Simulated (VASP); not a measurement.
# Fe (Fmmm) in VASP: further runs, part 2 of 2

VASP 6.6.1. The steps go on from the part before.

## 6. Single point, PBEsol, collinear spin, ferromagnetic start

File INCAR:

```
SYSTEM = Fe
ADDGRID = .False.
ALGO = Normal
EDIFF = 1E-4
ENCUT = 450
GGA = PS
ISIF = 2
ISMEAR = -1
ISPIN = 2
LASPH = .True.
LCHARG = .False.
LMAXMIX = 4
LORBIT = 11
LREAL = .False.
LWAVE = .False.
MAGMOM = 3
NELM = 100
PREC = Accurate
SIGMA = 0.15
```

File KPOINTS:

```
k-points
0
Gamma
  12 12 12
  0 0 0
```

File POSCAR:

```
Fe
1.0
    0.0000000000      1.9417396906      1.9651051623
    1.4984397099      0.0000000000      1.9651051623
    1.4984397099      1.9417396906      0.0000000000
Fe
1
Direct
    0.0000000000      0.0000000000      0.0000000000
```

Potentials or basis: VASP PAW PBE potentials, release 64 (Fe).

The run is started by

```sh
cat potpaw_PBE.64/Fe/POTCAR > POTCAR
mpirun -np 1 vasp_std > vasp.out
```

OUTCAR:

```text
SYSTEM = Fe
   EDIFF = 1E-4
   ENCUT = 450
   GGA = PS
   ISIF = 2
   ISMEAR = -1
   ISPIN = 2
   LASPH = .True.
   LORBIT = 11
   LREAL = .False.
   NELM = 100
   PREC = Accurate

 Found    280 irreducible k-points:

 Following reciprocal coordinates:
            Coordinates               Weight
  0.000000  0.000000  0.000000      1.000000
  0.083333 -0.000000 -0.000000      8.000000
  0.166667 -0.000000 -0.000000      8.000000
  0.250000 -0.000000 -0.000000      8.000000
  0.333333 -0.000000  0.000000      8.000000
  0.416667 -0.000000 -0.000000      8.000000
   k-points           NKPTS =    280   k-points in BZ     NKDIM =    280   number of bands    NBANDS=     10
   number of dos      NEDOS =    301   number of ions     NIONS =      1
   total plane-waves  NPLWV =   6480
   dimension x,y,z NGX =    20 NGY =   18 NGZ =   18
   dimension x,y,z NGXF=    40 NGYF=   36 NGZF=   36
   ions per type =               1
   NGX,Y,Z   is equivalent  to a cutoff of  12.04, 12.11, 12.20 a.u.
   NGXF,Y,Z  is equivalent  to a cutoff of  24.07, 24.22, 24.40 a.u.
 SYSTEM =  Fe
   PREC   = accura    normal or accurate (medium, high low for compatibility)
   ISTART =      0    job   : 0-new  1-cont  2-samecut
   ICHARG =      2    charge: 1-file 2-atom 10-const
   ISPIN  =      2    spin polarized calculation?
   LNONCOLLINEAR =      F non collinear calculations
   LSORBIT =      F    spin-orbit coupling
   LASPH  =      T    aspherical Exc in radial PAW
   ENCUT  =  450.0 eV  33.07 Ry    5.75 a.u.   4.78  4.27  4.24*2*pi/ulx,y,z
   NELM   =    100;   NELMIN=  2; NELMDL= -5     # of ELM steps
   EDIFF  = 0.1E-03   stopping-criterion for ELM
   LREAL  =      F    real-space projection
   EDIFFG = 0.1E-02   stopping-criterion for IOM
   NSW    =      0    number of steps for IOM
   IBRION =     -1    ionic relax: 0-MD 1-quasi-New 2-CG
   NFREE  =      0    steps in history (QN), initial steepest desc. (CG)
   ISIF   =      2    stress and relaxation
   ISYM   =      2    0-nonsym 1-usesym 2-fastsym
   POTIM  = 0.5000    time-step for ionic-motion
   TEBEG  =    0.0;   TEEND  =   0.0 temperature during run
   PSTRESS=    0.0 pullay stress
   NELECT =       8.0000    total number of electrons
   NUPDOWN=      -1.0000    fix difference up-down
   EMIN   =  10.00;   EMAX   =-10.00  energy-range for DOS
   EFERMI =   0.00;   METHOD = LEGACY
   ISMEAR =    -1;   SIGMA  =   0.15  broadening in eV -4-tet -1-fermi 0-gaus
   EFERMI_NEDOS =   21; number of points for ismear=-14 and -15
   IALGO  =     38    algorithm
   IMIX   =      4    mixing-type and parameters
     AMIX     =   0.40;   BMIX     =  1.00
     AMIX_MAG =   1.60;   BMIX_MAG =  1.00
  volume/ion in A,a.u.               =      11.44        77.17
  Fermi-wavevector in a.u.,A,eV,Ry     =   1.453303  2.746344 28.736719  2.112089
  Thomas-Fermi vector in A             =   2.570585
   LORBIT       =     11    0 simple, 1 ext, 2 COOP (PROOUT), +10 PAW based schemes
   GGA     = PS    functional components
   LHFCALC =     F    Hartree Fock is set to
   AEXX    =    0.0000 exact exchange contribution
   IVDW    =     0    specifies the selected vdW correction
   LEPSILON=     F    determine dielectric tensor
   LRPA    =     F    only Hartree local field effects (RPA)
 spin polarized calculation
  energy-cutoff  :      450.00
  volume of cell :       11.44
 maximum number of plane-waves:       261
   NGX =  9   NGY =  9   NGZ =  9

 number of electron       7.9999998 magnetization       2.2200033

 Free energy of the ion-electron system (eV)
  ---------------------------------------------------
  ext. energy  EPLUGINS =         0.00000000
  ---------------------------------------------------
  free energy    TOTEN  =        -8.91716054 eV

  energy without entropy =       -8.84403284  energy(sigma->0) =       -8.88059669

 E-fermi :   5.6526     XC(G=0): -13.2388

 val. band max:        5.6449255657   @ k =  -0.1667   0.4167   0.3333
 cond. band min:       5.6592999468   @ k =  -0.3333   0.2500   0.3333
 fundamental gap:      0.0143743812
 Fermi energy:         5.6526224092

 spin component 1

 k-point     1 :       0.0000    0.0000    0.0000
  band No.  band energies     occupation
      1      -2.8840      1.00000
      2       3.1471      1.00000
      3       3.2401      1.00000
      4       3.5796      1.00000
      5       4.3169      0.99986
      6       4.7117      0.99812
      7      29.3847      0.00000
      8      30.8621      0.00000
      9      31.1240      0.00000
     10      35.0618      0.00000

 k-point     2 :       0.0833   -0.0000   -0.0000
  band No.  band energies     occupation
      1      -2.6056      1.00000
      2       3.1608      1.00000
      3       3.2484      1.00000
      4       3.6315      1.00000
      5       4.2746      0.99990
      6       4.6801      0.99847
      7      28.1915      0.00000
      8      29.9856      0.00000
      9      30.7757      0.00000
     10      34.1128      0.00000

 k-point     3 :       0.1667   -0.0000   -0.0000
  band No.  band energies     occupation
      1      -1.8113      1.00000
      2       3.0985      1.00000
      3       3.1555      1.00000
      4       3.9648      0.99999
      5       4.2084      0.99993
      6       4.6325      0.99889
      7      24.7314      0.00000
      8      28.6976      0.00000
      9      30.2646      0.00000
     10      33.0345      0.00000
[... 14 lines left out ...]
 k-point     5 :       0.3333   -0.0000    0.0000
  band No.  band energies     occupation
      1       0.3143      1.00000
      2       2.6486      1.00000
      3       3.5297      1.00000
      4       4.2910      0.99989
      5       4.7172      0.99805
      6       5.1956      0.95464
      7      17.1468      0.00000
      8      25.6922      0.00000
      9      28.2409      0.00000
     10      29.9105      0.00000

 k-point     6 :       0.4167   -0.0000   -0.0000
  band No.  band energies     occupation
      1       0.6599      1.00000
      2       2.4787      1.00000
      3       4.2216      0.99993
      4       4.7653      0.99731
      5       4.9915      0.98796
      6       5.7137      0.39966
      7      14.0520      0.00000
      8      24.7659      0.00000
      9      27.0077      0.00000
     10      29.6274      0.00000

 [... further k-points ...]

 spin component 2

 k-point     1 :       0.0000    0.0000    0.0000
  band No.  band energies     occupation
      1      -2.6221      1.00000
      2       5.0424      0.98318
      3       5.1783      0.95939
      4       5.6655      0.47860
      5       6.8596      0.00032
      6       7.4559      0.00001
      7      29.2699      0.00000
      8      30.7983      0.00000
      9      31.0907      0.00000
     10      35.4928      0.00000

 k-point     2 :       0.0833   -0.0000   -0.0000
  band No.  band energies     occupation
      1      -2.3421      1.00000
      2       5.0526      0.98202
      3       5.1851      0.95757
      4       5.7112      0.40353
      5       6.8020      0.00047
      6       7.4161      0.00001
      7      28.3408      0.00000
      8      29.9893      0.00000
      9      30.8365      0.00000
     10      34.6740      0.00000

 k-point     3 :       0.1667   -0.0000   -0.0000
  band No.  band energies     occupation
      1      -1.5354      1.00000
      2       4.9812      0.98875
      3       5.0692      0.97996
      4       6.0427      0.06910
      5       6.6939      0.00097
      6       7.3509      0.00001
      7      25.2474      0.00000
      8      28.7837      0.00000
      9      30.5388      0.00000
     10      33.8134      0.00000
[... 14 lines left out ...]
 k-point     5 :       0.3333   -0.0000    0.0000
  band No.  band energies     occupation
      1       0.9707      1.00000
      2       4.5094      0.99951
      3       4.8577      0.99503
      4       6.7213      0.00080
      5       7.3771      0.00001
      6       7.3991      0.00001
      7      18.0984      0.00000
      8      25.8291      0.00000
      9      28.9402      0.00000
     10      30.4448      0.00000

 k-point     6 :       0.4167   -0.0000   -0.0000
  band No.  band energies     occupation
      1       1.7848      1.00000
      2       4.3125      0.99987
      3       5.4746      0.76616
      4       6.7608      0.00062
      5       7.4721      0.00001
      6       7.9765      0.00000
      7      15.2663      0.00000
      8      24.8811      0.00000
      9      27.6492      0.00000
     10      30.2257      0.00000

 [... further k-points ...]

------------------------ aborting loop because EDIFF is reached ----------------------------------------

  FORCE on cell =-STRESS in cart. coord.  units (eV):
  Direction    XX          YY          ZZ          XY          YZ          ZX
  --------------------------------------------------------------------------------------
  -------------------------------------------------------------------------------------
  Total       -1.1038045     -0.4825015     -0.6274498      0.0000000      0.0000000      0.0000000
  in kB     -154.6524002    -67.6025669    -87.9110517      0.0000000      0.0000000      0.0000000
  external PRESSURE =    -103.3886729 kB  Pullay stress =       0.0000000 kB

 VOLUME and BASIS-vectors are now :
 -----------------------------------------------------------------------------
  energy-cutoff  :      450.00
  volume of cell :       11.44
      direct lattice vectors                 reciprocal lattice vectors
     0.000000000  1.941739691  1.965105162    -0.333680426  0.257501045  0.254439309
     1.498439710  0.000000000  1.965105162     0.333680426 -0.257501045  0.254439309
     1.498439710  1.941739691  0.000000000     0.333680426  0.257501045 -0.254439309

 POSITION                                       TOTAL-FORCE (eV/Angst)
 -----------------------------------------------------------------------------------
      0.00000      0.00000      0.00000         0.000000      0.000000      0.000000
 -----------------------------------------------------------------------------------
    total drift:                               -0.000000      0.000000     -0.000000

  FREE ENERGIE OF THE ION-ELECTRON SYSTEM (eV)
  ---------------------------------------------------
  free  energy   TOTEN  =        -8.9171605386 eV

  energy  without entropy=       -8.8440328442  energy(sigma->0) =       -8.88059669

 total charge

# of ion       s       p       d       tot
------------------------------------------
    1        0.489   0.539   6.232   7.259

 magnetization (x)

# of ion       s       p       d       tot
------------------------------------------
    1       -0.013  -0.048   2.263   2.202
```

stdout:

```text
POSCAR found type information on POSCAR Fe
 POSCAR found :  1 types and       1 ions
 scaLAPACK will be used
 -----------------------------------------------------------------------------
|                                                                             |
|                                                                             |
|     You enforced a specific xc type in the INCAR file but a different       |
|     I HOPE YOU KNOW WHAT YOU ARE DOING!                                     |
|                                                                             |
 -----------------------------------------------------------------------------

 LDA part: xc-table for (Slater+PW92), standard interpolation
 POSCAR, INCAR and KPOINTS ok, starting setup
 FFT: planning ... GRIDC
 FFT: planning ... GRID_SOFT
 FFT: planning ... GRID
 WAVECAR not read
 entering main loop
```

Run time: 36 s. Hardware: 1 thread of Intel Xeon Platinum 8259CL at 2.50GHz (Skylake/Cascade Lake), shared host; peak memory 0.16 GiB.

These settings aren't checked as converged: the numbers below hold their error.

What came out:

```
Free energy                                           : -8.9172 eV
Pressure                                              : -10.3 GPa
Band gap on the k mesh                                : none (metal or under the smearing width)
Net moment                                            : 2.22 μB per cell
Site moments                                          : Fe +2.20 μB
Valence electrons inside the program's atomic spheres : Fe 7.26
```

Caveat: the PAW data sets were made with another functional, which shifts forces and pressure a little.

## 7. The reference run

An earlier run on the cell as given: functional PBE; potentials or basis VASP PAW PBE potentials, release 64 (Fe); cutoff 520 eV; k mesh 13 × 13 × 13; occupations fermi-dirac, width 0.05 eV; collinear spin, ferromagnetic start; starting moments [3.0] μB.

* Pressure: -1.0 GPa
* Band gap on the k mesh: none (metal or under the smearing width)
* Net moment: 2.20 μB per cell
* Site moments: Fe +2.19 μB
* Valence electrons inside the program's atomic spheres: Fe 7.26
